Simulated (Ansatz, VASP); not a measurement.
BAs in VASP and in Ansatz

Contents of POSCAR:

```
BAs
1.0
    0.0000000000      2.4875423082      2.4875423082
    2.4875423082      0.0000000000      2.4875423082
    2.4875423082      2.4875423082      0.0000000000
B As
1 1
Direct
    0.0000000000      0.0000000000      0.0000000000
    0.2500000000      0.2500000000      0.2500000000
```

The input INCAR.step1:

```
SYSTEM = BAs
  PREC = Accurate
  ENCUT = 520
  ISMEAR = 0
  SIGMA = 0.01
  LREAL = .False.
  LASPH = .True.
  NELM = 60
  NBANDS = 11
  GGA = PE
  ALGO = Normal
  EDIFF = 1E-4
  LWAVE = .True.
  LCHARG = .False.
```

The input INCAR.step2:

```
SYSTEM = BAs
  PREC = Accurate
  ENCUT = 520
  EDIFF = 1E-6
  ISMEAR = 0
  SIGMA = 0.01
  LREAL = .False.
  LASPH = .True.
  NELM = 60
  ALGO = Normal
  ISIF = 2
  LWAVE = .False.
  LCHARG = .True.
  METAGGA = R2SCAN
  LMIXTAU = .True.
  LELF = .True.
  LVHAR = .True.
  NBANDS = 11
  ISTART = 1
```

File KPOINTS:

```
regular mesh
0
Gamma
  10 10 10
  0 0 0
```

Input for Ansatz:

```yaml
crystal:
  lattice:
    - [0.0, 2.4875423082, 2.4875423082]
    - [2.4875423082, 0.0, 2.4875423082]
    - [2.4875423082, 2.4875423082, 0.0]
  atoms:
    - { symbol: B, position: [0.0, 0.0, 0.0] }
    - { symbol: As, position: [0.25, 0.25, 0.25] }
kpoints:
  mp_grid: { grid: [10, 10, 10] }
  band_path:
    path:
      - [0.0, 0.0, 0.0]
      - [-0.5, -0.5, 0.0]
      - [-0.375, -0.375, 0.25]
      - [-0.375, 0.0, 0.375]
      - [0.0, 0.0, 0.5]
      - [-0.5, -0.25, 0.25]
      - [0.0, 0.393229, 0.393229]
    npoints: 1
hamiltonian:
  xc: r2scan
scf:
  occupations: { method: fixed }
  n_extra_bands: 4
output:
  forces: true
  stress: true
  eigenvalues: true
  write_density: true
  write_potential: true
  elf: true
  volumetric_format: npy
```

Change from the starting cell: hydrostatic strain +4.0%.

Alike in both runs: task single point; functional r2SCAN; k mesh 10 × 10 × 10; no spin polarisation.

|  | VASP | Ansatz |
| --- | --- | --- |
| version | VASP 6.6.1 | Ansatz 0.2.0 |
| potentials or method | VASP PAW PBE potentials, release 64 (B, As) | plane waves, PAW |
| plane-wave cutoff (eV) | 520 | 500 |
| occupations | gaussian, width 0.01 eV | fixed |
| valence electrons in the cell | 8 | 18 |

|  | VASP | Ansatz | Ansatz less VASP |
| --- | --- | --- | --- |
| gap on the k mesh at the Fermi level (eV) | 1.49 | 1.49 | -0.004 |
| pressure (GPa) | -12.9 | -13.0 | -0.05 |

The two sets of potentials don't hold the same shells in valence.

Caveats: the PAW data sets were made with another functional, which shifts forces and pressure a little (VASP). A k mesh can miss the band edges.
